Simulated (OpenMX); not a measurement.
The system is Sn.

```
Sn
1.0
    -1.89465    1.89465    1.89465
     1.89465   -1.89465    1.89465
     1.89465    1.89465   -1.89465
Sn
1
Direct
  0.00000 0.00000 0.00000
```

This isn't the form of Sn at room conditions, which is tetragonal (white tin).

| Quantity | Value |
| --- | --- |
| Program | OpenMX 3.8.5 |
| Task | single point |
| Functional | PBE |
| Potentials or basis | OpenMX 2013 PBE set, Sn7.0-s3p2d2, grid cutoff 500 Ry |
| k mesh | 11 × 11 × 11 |
| Occupations | fermi-dirac, width 0.05 eV |
| Spin | no spin polarisation |

On this cell: pressure -7.1 GPa; band gap on the k mesh none (metal or under the smearing width).

The same run follows on a disturbed copy (cell strained at random at fixed volume):

```
Sn
1.0
    -1.87793    1.89840    1.91025
     1.89462   -1.86981    1.89834
     1.88740    1.87928   -1.88166
Sn
1
Direct
  0.00960 0.00631 0.99674
```

Q: What changes?

A: The energy (extrapolated to zero smearing) moves by +0.1 meV/atom; pressure -7.0 GPa; band gap on the k mesh none (metal or under the smearing width).

Caveats: the basis of atomic orbitals isn't converged, which shifts pressures, moduli and gaps.
